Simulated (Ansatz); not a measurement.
The cell is COD entry 9008853, as deposited and not checked against the literature; nothing was relaxed. The listed cell was then made from it by scaling, straining or moving an atom.

InSb: DFT, PBE, PAW with Ansatz's default frozen-core files, scalar-relativistic (Ansatz 0.2.0). What sets it apart from a plain run of this crystal: equal xx and yy strain of +3 %.

Command: `ansatz run input.yaml --threads 1 --pin off --max-ram 3072MiB --backend cpu --events-out ev --progress --plain --runs-dir out` The run took 20 s on 1 thread of Arm Neoverse V2, with other jobs on the host, peak memory 0.48 GiB.

```yaml
crystal:
  lattice:
    - [0.0, 3.336273, 3.2391]
    - [3.336273, 0.0, 3.2391]
    - [3.336273, 3.336273, 0.0]
  atoms:
    - { symbol: In, position: [0.0, 0.0, 0.0] }
    - { symbol: Sb, position: [0.75, 0.75, 0.75] }
kpoints:
  mp_grid: { grid: [10, 10, 10] }
scf:
  occupations: { method: fermi_dirac, width: 0.03 }
hamiltonian:
  xc: pbe
  pseudopotentials: { kind: paw }
output:
  forces: true
  stress: true
  eigenvalues: true
  efg: { contact_densities: true }
  write_density: true
  write_potential: true
  elf: true
  volumetric_format: npy
```

Output (standing set-up lines are left out):

```
Crystal: 2 atoms, lattice volume = 72.107 Å³
Basis set: ecut = 420 eV, 1411 PW (Γ), exchange–correlation on 64×64×64 points (8 copies of the dense FFT grid, shifted against one another)
Symmetry: 8 space group operations
Space group: I-4m2 (ITA 119), of the structure as read, at distance tolerance 4.2e-5 Å
k-points: 102 of 1000 (time reversal used)
SCF iter   1: F=—  HF=-12082.584942 eV  |F-HF|=—  |Δ(HF+E_count)|=         —  Δρ=1.68e-3  dr2=5.00e-3  ethr=1.77e-3  ⟨swp⟩=6.2  Hψ=9776  notcnv=0
preconditioner: auto → none  [insulator: Δε(μ)=0.134 eV  Ē_g=13.817 eV  σ=0.030 eV  W_gap=0.74  n_scr=14 (ndim 8)  ℏωp=18.6 eV  f_vac=0.123  D(μ)=0.03/eV (n_scr^D=0)  ε∞_Penn≈2.8]
SCF iter   2: F=—  HF=-12082.582283 eV  |F-HF|=—  |Δ(HF+E_count)|=   2.66e-3  Δρ=7.95e-4  dr2=5.49e-4  ethr=1.78e-5  ⟨swp⟩=2.0  Hψ=3980  notcnv=0
SCF iter   3: F=—  HF=-12082.582339 eV  |F-HF|=—  |Δ(HF+E_count)|=   5.52e-5  Δρ=2.38e-4  dr2=6.14e-5  ethr=1.96e-6  ⟨swp⟩=2.0  Hψ=2786  notcnv=0
SCF iter   4: F=—  HF=-12082.582429 eV  |F-HF|=—  |Δ(HF+E_count)|=   9.01e-5  Δρ=9.03e-5  dr2=7.22e-6  ethr=2.19e-7  ⟨swp⟩=2.0  Hψ=2252  notcnv=0
SCF iter   5: F=—  HF=-12082.582448 eV  |F-HF|=—  |Δ(HF+E_count)|=   1.94e-5  Δρ=1.51e-5  dr2=1.25e-7  ethr=2.58e-8  ⟨swp⟩=2.9  Hψ=2765  notcnv=0
SCF iter   6: F=-12082.582448 eV  HF=-12082.582448 eV  |F-HF|=1.99e-9  |Δ(HF+E_count)|=   2.38e-7  Δρ=2.60e-6  dr2=8.29e-9  ethr=3.57e-10  ⟨swp⟩=11.1  Hψ=13910  notcnv=0
SCF 1 converged in 6 iterations: F = -12082.582448 eV  dr2 = 8.29e-9
  greatest PAW one-centre occupation: 0.995 electrons in one spin orbital (limit 2), on the Sb atom at site 1 (counted from 0), in its partial waves of l = 2
SCF converged after 6 iterations
Free energy (F): -12082.582448 eV
Harris-Foulkes:  -12082.582448 eV  (|F-HF|=1.99e-9)
Internal energy: -12082.582347 eV  (E = F + TS)
E sigma→0 (E₀):  -12082.582398 eV
Entropy (-TS):   -0.000101 eV (-0.051 meV/atom)
Fermi energy:    6.708227 eV
--- Per-component energies (eV) ---
  E_band       = -277.594505
  E_kinetic    = 449.409049
  E_local      = -3273.229377  (includes V_loc(G=0)·N_el)
  E_nonlocal   = 729.738807
  E_hartree    = 1405.422619
  E_xc         = -353.154058
  E_vxc        = -194.767286  (∫ρ·V_xc dr)
  E_paw        = -8731.169378  (= ΣΔE_a)
  E_vpaw       = -799.588604  (= ΣTr[D̂ρ^β])
  E_aug_tail   = 0.000024  (compensation charges beyond the density's cutoff)
  E_ewald      = -2309.600033
  E_smearing   = -0.000101  (= −TS)
  E_closure    = 0.000000  (closes the sum)
  Σ components = -12082.582448   (vs F -12082.582448, Δ=0.00e0)
--- Forces (eV/Å), atoms counted from 1 ---
  atom   1  In     0.00000000    -0.00000000     0.00000000
  atom   2  Sb    -0.00000000    -0.00000000     0.00000000
  max |Σ_I F_I| component: 4.16e-17 eV/Å
--- Stress (GPa, compression-positive) ---
        0.228868       0.000000       0.000000
        0.000000       0.228868      -0.000000
        0.000000      -0.000000       0.956397
  P = ⅓ Tr σ = 0.4714 GPa (4.714 kbar)
--- PAW observables at the nuclei: V_zz in 10²¹ V/m², potentials from the cell's mean, atoms counted from 1 ---
  atom   1  In V_zz =    +0.910339   η = 0.0000   by run symmetry: allowed
            electrostatic potential = -7935.883934 V   contact ρ = 1133026.098655 e/Å³
  atom   2  Sb V_zz =    -0.649279   η = 0.0000   by run symmetry: allowed
            electrostatic potential = -8406.844474 V   contact ρ = 1350075.147639 e/Å³
--- Band table (eV; the first three rows and the last of 102) ---
  k-point 0: bands = ["-21.8313", "-21.8291", "-21.8291", "-21.8182", "-21.8159", "-7.8277", "-7.8277", "-7.8218", "-7.7589", "-7.7542", "-3.7025", "6.1295", "6.6121", "6.6121", "6.7454", "9.5927", "9.6591", "9.6591"]
  k-point 1: bands = ["-21.8312", "-21.8291", "-21.8291", "-21.8181", "-21.8159", "-7.8302", "-7.8259", "-7.8213", "-7.7591", "-7.7543", "-3.6191", "5.0768", "6.4818", "6.5808", "7.3155", "9.7355", "9.8346", "9.8672"]
  k-point 2: bands = ["-21.8311", "-21.8290", "-21.8288", "-21.8180", "-21.8158", "-7.8390", "-7.8215", "-7.8176", "-7.7595", "-7.7542", "-3.3797", "3.7558", "6.1971", "6.3211", "7.4736", "10.1541", "10.1797", "10.6349"]
  k-point 101: bands = ["-21.8324", "-21.8273", "-21.8273", "-21.8167", "-21.8164", "-7.8907", "-7.7905", "-7.7905", "-7.7761", "-7.7468", "-1.8977", "1.0799", "4.4936", "4.4936", "7.8840", "8.0242", "14.4996", "14.4996"]
```
